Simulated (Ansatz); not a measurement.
**C under changes of volume**

One of the cells (5.672 Å³/atom); the others are scaled copies at fixed shape and fractional positions:

```xyz
2
Lattice="0.0000 1.7834 1.7834 1.7834 0.0000 1.7834 1.7834 1.7834 0.0000" Properties=species:S:1:pos:R:3 pbc="T T T"
C     2.6751    2.6751    2.6751
C     1.7834    1.7834    1.7834
```

This isn't the form of C at room conditions, which is graphite.

- Program: Ansatz 0.2.0
- Functional: BPBE
- Potentials or basis: Ansatz PAW
- Cutoff: 420 eV (not typed: the program's choice for these potentials)
- k mesh: 13 × 13 × 13
- Occupations: fermi-dirac, width 0.05 eV
- Spin: no spin polarisation

| volume (Å³/atom) | energy over the lowest point (meV/atom) | pressure (GPa) | gap on the mesh (eV) |
| --- | --- | --- | --- |
| 5.332 | 35.51 | 32.6 | 4.29 |
| 5.445 | 16.38 | 21.5 | 4.24 |
| 5.558 | 4.80 | 11.4 | 4.20 |
| 5.672 | 0.00 | 2.2 | 4.15 |
| 5.785 | 1.48 | -6.2 | 4.11 |
| 5.899 | ? | ? | ? |
| 6.012 | 20.95 | -20.8 | 4.03 |

**Question.** What does the run at 5.899 Å³/atom give?

**Answer.** Energy over the lowest point 8.62 meV/atom; pressure -13.9 GPa; gap on the mesh 4.07 eV.

Worked out: A Birch-Murnaghan fit of order 3 (a polynomial in V^(-2/3)) to the other rows has its minimum at 5.70 Å³/atom with B0 = V·E''(V) = 432 GPa and B' = 3.8. It gives 8.68 meV/atom at 5.899 Å³/atom, against the run's 8.62, and -dE/dV = -13.9 GPa, against -13.9. A straight line through the other rows of the gap, of slope -2.16 eV per unit of ln V, gives 4.07 eV, against the run's 4.07.

Energies are extrapolated to zero smearing.

Caveats: odd divisions of the mesh miss points on the zone boundary, where band edges often lie, so the gap on the mesh can be too wide; the PAW data sets come from PBE, with cores solved anew for the run's functional, which leaves a small shift of forces and pressure.

A mesh can miss the band edges.
